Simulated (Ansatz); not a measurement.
# Re: the cost of one run

Method: DFT PBE, scalar-relativistic, plane waves, PAW, in Ansatz 0.2.0.

1 further run of the same task is left out (for a known fault of the program).

## Step 1: The starting structure

It takes space group P6/mmm (No. 191, hexagonal). The conventional cell has a = 4.598 Å, b = 4.598 Å, c = 2.819 Å, α = 90.00°, β = 90.00°, γ = 120.00°. Re (site symmetry 6/mmm) is surrounded by 14 Re at 2.82 to 3.01 Å. Re (site symmetry -6m2) has 11 Re at 2.65 to 3.01 Å as nearest neighbours.

Coordinates:

```
CELL_PARAMETERS angstrom
4.59848 0.00000 0.00000
-2.29924 3.98240 0.00000
0.00000 0.00000 2.81907
ATOMIC_POSITIONS crystal
Re 0.00000 0.00000 0.00000
Re 0.33333 0.66667 0.50000
Re 0.66667 0.33333 0.50000
```

This is candidate A: omega type (P6/mmm, No. 191).

(A quick probe on a coarse mesh, which set the mesh and smearing, is not shown.)

## Step 3: Rough relaxation on the coarse mesh (candidate A)

File input.yaml:

```yaml
crystal:
  lattice:
    - [4.5984848472, 0.0, 0.0]
    - [-2.2992424236, 3.9824046966, 0.0]
    - [0.0, 0.0, 2.8190711454]
  atoms:
    - { symbol: Re, position: [0.0, 0.0, 0.0] }
    - { symbol: Re, position: [0.3333333333, 0.6666666667, 0.5] }
    - { symbol: Re, position: [0.6666666667, 0.3333333333, 0.5] }
basis:
  ecutwfc: 420
kpoints:
  mp_grid: { grid: [6, 6, 6] }
hamiltonian:
  xc: pbe
scf:
  occupations: { method: gaussian, width: 0.1 }
  lower_state_search: "off"
output:
  forces: true
  stress: true
  eigenvalues: true
relax:
  adjacent_minimum: "off"
  f_tol: 0.04
  max_steps: 70
  cell: { stress_tol: 0.4 }
```

What time and memory should one allow on 1 thread of an x86-64 CPU, shared host?

About 8.4 s, with a peak of 0.41 GiB.
